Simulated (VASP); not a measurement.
# LiH: G0W0 on PBE, by volume over the given one and cell

LiH, Fm-3m (no. 225), 2 atoms in the cell. PBE, GW; PAW potentials Li_GW, H_GW (PBE set).

| Volume over the given one | Cell | Quasiparticle gap on the mesh (eV) | Gap of the starting point on the mesh (eV) | Quasiparticle gap at the zone centre (eV) | Starting gap at the zone centre (eV) | Correction of the gap between the band edges on the mesh (eV) | Time (s) |
|---|---|---|---|---|---|---|---|
| 0.94 | scale = 0.94 | 4.80 | 2.94 | 23.76 | 21.83 | 1.86 | 5.1 |
| 0.97 | scale = 0.97 | 4.83 | 2.96 | 23.22 | 21.30 | 1.87 | 5.1 |
| 1 | as given | 4.84 | 2.99 | 22.67 | 20.81 | 1.85 | 5.1 |
| 1.03 | scale = 1.03 | 4.88 | 3.00 | 22.20 | 20.33 | 1.87 | 5.2 |

Limits: the mesh is coarse: the screening isn't converged, and the gap may still move by about 0.1 eV.

## Input of the first row

INCAR.step1:
```
SYSTEM = LiH
PREC = Accurate ; ENCUT = 350
ISMEAR = 0 ; SIGMA = 0.05
LASPH = .True. ; LREAL = .False.
GGA = PE ; ALGO = Normal
EDIFF = 1E-8 ; NELM = 150
LWAVE = .True. ; LCHARG = .False.
KPAR = 4
```

INCAR.step2, as INCAR.step1 but for:
```
- ALGO = Normal
- NELM = 150
+ ALGO = Exact
+ NELM = 1
+ ISTART = 1
+ NBANDS = 100
+ LOPTICS = .True.
```

INCAR.step3:
```
SYSTEM = LiH
PREC = Accurate ; ENCUT = 350
ISMEAR = 0 ; SIGMA = 0.05
LASPH = .True. ; LREAL = .False.
GGA = PE ; ALGO = EVGW0
NBANDS = 100 ; NBANDSGW = 5
ENCUTGW = 200 ; NOMEGA = 48
PRECFOCK = Fast ; ISTART = 1
LWAVE = .False. ; LCHARG = .False.
NELMGW = 1 ; KPAR = 4
```

KPOINTS:
```
k-points
0
Gamma
  4 4 4
```

POSCAR:
```
LiH
1.0
    0.0000000000      1.9951720069      1.9951720069
    1.9951720069      0.0000000000      1.9951720069
    1.9951720069      1.9951720069      0.0000000000
Li H
1 1
Direct
    0.0000000000      0.0000000000      0.0000000000
    0.5000000000      0.5000000000      0.5000000000
```

Commands (each step's output is kept before the next begins):
```
cat potpaw_PBE.64/Li_GW/POTCAR potpaw_PBE.64/H_GW/POTCAR > POTCAR
cp INCAR.step1 INCAR
mpirun -np 4 vasp_std > vasp.out
cp INCAR.step2 INCAR
mpirun -np 4 vasp_std > vasp.out
cp INCAR.step3 INCAR
mpirun -np 4 vasp_std > vasp.out
```

VASP 6.6.1 took 5.1 s on 4 cores (AMD EPYC 9R45 (Zen 5)), a shared host.
